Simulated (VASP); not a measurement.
A run of VASP 6.6.1 is set up as follows.

Contents of run.py:

```python
from ase.calculators.vasp import Vasp
from ase.dft.bandgap import bandgap
from ase.io import read

atoms = read('SnO2.xyz')
calc = Vasp(
    directory='calc',
    xc='pbesol',
    pp='PBE',
    setups='minimal',
    prec='Accurate',
    encut=500,
    ediff=1e-07,
    ismear=0,
    sigma=0.1,
    lreal=False,
    lasph=True,
    nelm=60,
    algo='Normal',
    isif=2,
    lwave=False,
    lcharg=True,
    lelf=True,
    lvhar=True,
    kpts=[9, 9, 9],
    gamma=True,
)
atoms.calc = calc

print('energy (eV):', atoms.get_potential_energy())
print('free energy (eV):', atoms.get_potential_energy(force_consistent=True))
print('forces (eV/A):')
print(atoms.get_forces())
print('stress (eV/A^3, Voigt):', atoms.get_stress())
print('Fermi level (eV):', calc.get_fermi_level())
gap, top, bottom = bandgap(calc)
print('band gap (eV):', gap, 'from (spin, k, band)', top, 'to', bottom)
```

SnO2.xyz

```xyz
6
Lattice="-2.0000686112 2.0000686112 5.1236788559 2.0000686112 -2.0000686112 5.1236788559 2.0000686112 2.0000686112 -5.1236788559" Properties=species:S:1:pos:R:3 pbc="T T T"
Sn     0.0000000000      0.0000000000      0.0000000000
Sn     0.0000000000      2.0000686112      2.5618394280
O      0.0000000000      2.0000686112      0.4767336214
O      0.0000000000      0.0000000000      2.0851058065
O      0.0000000000      2.0000686112      4.6469452345
O      0.0000000000      0.0000000000      8.1622519053
```

Potentials or basis: VASP PAW PBE potentials, release 64 (Sn, O).

Command:

```bash
$ python run.py
```

Question: Predict the largest force.

Answer: 0.051 eV/Å.

Question: What does it give for the band gap on the k mesh?

Answer: 1.56 eV, indirect (least direct gap 1.95 eV).

Stress tensor (GPa, compression positive):
```
1.77 0.00 0.00
0.00 1.77 0.00
0.00 0.00 0.64
```

Caveat: the PAW data sets were made with another functional, which shifts forces and pressure a little; spin-orbit coupling is left out, which moves the levels of the heavy elements; an odd mesh through Γ misses points on the zone boundary, where band edges often lie.
